## Question

Eight transition metals were computed with a hybrid functional, each in a face-centred cubic crystal, a structure that none of them takes under ordinary conditions.

Transition metals in the fcc structure at zero pressure, computed with Ansatz 0.2.0: HSE06, plane-wave PAW, scalar-relativistic, no spin polarization. Cutoff 420 eV (Tc 600 eV), Gaussian smearing 0.05 eV, 8×8×8 (Sc, Y, Cd, Ta) or 10×10×10 k points for the one-atom cell. M is the element of the row; its d electrons are Löwdin populations on the free atom's d shell.

```tsv
element	Z	group	period	volume (Å³/atom)	Loewdin d electrons on M (e)
Sc	21	3	4	25.46	1.78
Zn	30	12	4	15.05	9.99
Y	39	3	5	33.12	2.11
Tc	43	7	5	14.05	6.04
Cd	48	12	5	22.37	9.99
Ta	73	5	6	18.78	4.00
Re	75	7	6	14.57	5.93
Os	76	8	6	13.88	6.89
```

Free atoms of the transition metals tend to shrink from left to right along a period.

(a) Explain how the volume per atom runs from Y through Tc to Cd.
(b) Why is the step from Ta to Re so much larger than the step from Re to Os?
(c) How closely can the tabulated volume of Cd be reproduced from metals whose d shell is only partly filled?

## Model answer

**(a)** The volume falls by 58% from Y to Tc and then rises by 59% from Tc to Cd. A shrinking atom helps to explain the fall but cannot explain the rise. The second influence is the bond made by the d electrons, which is strong in Tc and absent in Cd.

When atoms come together, their d levels spread into a band. The lower half of the band is bonding and the upper half antibonding. Electrons entering the lower half pull the atoms together, and those entering the upper half undo that pull. A full band therefore gives no net bond.

The computed bands show both situations. In Re, at the centre of the Brillouin zone, one group of d levels lies 2.6 eV below the Fermi level and another 1.6 eV above it, so the band is partly filled. In Zn, at the same point, all five d levels lie about 9.7 eV or more below the Fermi level, and the d count is 9.99, so the d band is full. Zn and Cd are thus held together mainly by their two outer electrons.

From Y to Tc, then, the atom shrinks while the d bond grows, and both lower the volume. From Tc to Cd the d bond is lost again, which outweighs the further shrinking of the atom.

**(b)** Let n be the number of d electrons on the atom. For a band of width W with evenly spread levels, filling from the bottom gives the bond energy −(W/20)·n(10 − n), known as the Friedel model. The band widens as the atoms approach, so the inward pull grows with n(10 − n), which is greatest at n = 5.

Ta has four d electrons and Re about six, one on each side of half filling. Their values of n(10 − n) are both 24, so the d bond pulls equally hard in both, provided that the band width changes with distance in the same way. The fall of 22% is then left to the contraction of the atom, whose outer electrons are held more tightly as nuclear charge is added. This step also spans two places in the periodic table, because tungsten is absent from the rows, while Re to Os spans one. Per place the fall from Ta to Re is about 12%.

From Re to Os the atom contracts further, but the added electron enters antibonding states and n(10 − n) drops to 21. The two effects now oppose each other, and the volume falls by only 5%. Spin–orbit coupling, which matters most in such heavy elements, is left out, and the k mesh is coarse for a hybrid calculation of a metal, so the exact size of this small step should not be pressed.

**(c)** Suppose that each step to the right shrinks the atom by a fixed percentage, and that the d bond lowers the logarithm of the volume V in proportion to n(10 − n). A fit to Y, Tc, Ta, Re and Os, with V in Å³ and g the group number, gives

ln V = 4.575 − 0.1356·g − 0.04015·n(10 − n).

Cd was not part of the fit. With g = 12 and n = 9.99, the last product is 0.1:

ln V = 4.575 − 1.627 − 0.004 = 2.944, so V ≈ 19 Å³.

The full calculation gives 22.4 Å³, so the estimate is 15% too low. That is fair for so long a reach, from metals with strong d bonds to one with none.

## Remarks on the reasoning

A tempting wrong answer is that a full d shell makes a metal bulky. Zn has a full shell, yet its volume is only 0.59 of that of Sc. Nine added nuclear charges have shrunk the atom more than the loss of the d bond has expanded the crystal. The fitted formula gives 0.53 for this ratio, although neither metal was used in the fit.

Contraction alone, fitted to the same five metals, puts Cd at 6 Å³, far too small. The d-bond term is what repairs this, as the output below shows. Three constants drawn from five metals describe them closely almost by necessity, so Cd and the Zn/Sc ratio are the better tests.

The formula does not carry over to the absolute sizes of Sc and Zn, which it makes 41% and 26% too large. Their outer shell has a lower principal quantum number than that of the fitted metals and is therefore smaller. Between periods 5 and 6 the growth from one shell to the next nearly vanishes: Re is only 4% larger than Tc. The likely reason, not tested here, is that the filled 4f shell screens the added nuclear charge poorly, helped by relativistic contraction of the outer s shell.

The trivalent lanthanides make a useful contrast. Their 4f electrons stay on the atom and hardly bond, so the volume drifts gently downward with no deep valley.

For another 4d or 5d metal, ask whether the next electron brings n closer to five or takes it further away. Closer means a steep fall; further away means a levelling and then a rise. In the middle of the 3d row magnetism weakens the d bond and enlarges the volume, so the rule is less safe there. If each place adds one d electron, the formula turns where 0.1356 = 0.04015·(2n − 10), at n ≈ 7, which is close to Os. These rows cannot show whether Os really is the bottom of the valley, because iridium, the next metal, is absent.

Numerical output:

```
fit of lnV on 5 rows (open): constant 4.575 +/- 0.081, coefficient of group -0.1356 +/- 0.0075, coefficient of fill -0.04015 +/- 0.0047; rms 0.0143, worst Tc 0.0228, leave-one-out rms 0.0215
  rows outside the fit (model, value, miss): Sc 3.581, 3.237, 0.344; Zn 2.944, 2.711, 0.232; Cd 2.944, 3.108, -0.164
fit of lnV on 5 rows (open): constant 3.946 +/- 0.18, coefficient of group -0.1782 +/- 0.028; rms 0.0877, worst Ta 0.122, leave-one-out rms 0.206
  rows outside the fit (model, value, miss): Sc 3.412, 3.237, 0.174; Zn 1.808, 2.711, -0.903; Cd 1.808, 3.108, -1.3
Electron counts and volumes from the two models:
  row  non-d electrons  d gain over s2 atom  n(10-n)  V computed (A^3)  V contraction and d bond (A^3)  V contraction alone (A^3)  miss of first model (%)
   Sc             1.22                 0.78    14.63             25.46                            35.9                      30.31                    40.99
   Zn             2.01                -0.01   0.0999             15.05                           18.99                      6.098                    26.15
    Y             0.89                 1.11    16.65             33.12                           33.11                      30.31                 -0.04346
   Tc             0.96                 1.04    23.92             14.05                           14.37                      14.86                    2.305
   Cd             2.01                -0.01   0.0999             22.37                           18.99                      6.098                   -15.13
   Ta                1                    1       24             18.78                           18.79                      21.22                  0.05448
   Re             1.07                 0.93    24.14             14.57                           14.25                      14.86                   -2.201
   Os             1.11                 0.89    21.43             13.88                           13.87                      12.44                 -0.06492
Volume change from Y to Tc (%): -57.58
Volume change from Tc to Cd (%): 59.22
Volume change from Ta to Re (%): -22.42
Volume change from Re to Os (%): -4.736
Volume change down the group from Sc to Y (%): 30.09
Volume change down the group from Zn to Cd (%): 48.64
Volume change down the group from Tc to Re (%): 3.701
Volume ratio Zn to Sc, computed: 0.5911
Volume ratio Zn to Sc, contraction and d bond: 0.5289
Volume ratio Zn to Sc, contraction alone: 0.2012
Correlation of group and n(10-n) over the fitted rows: 0.6607
```
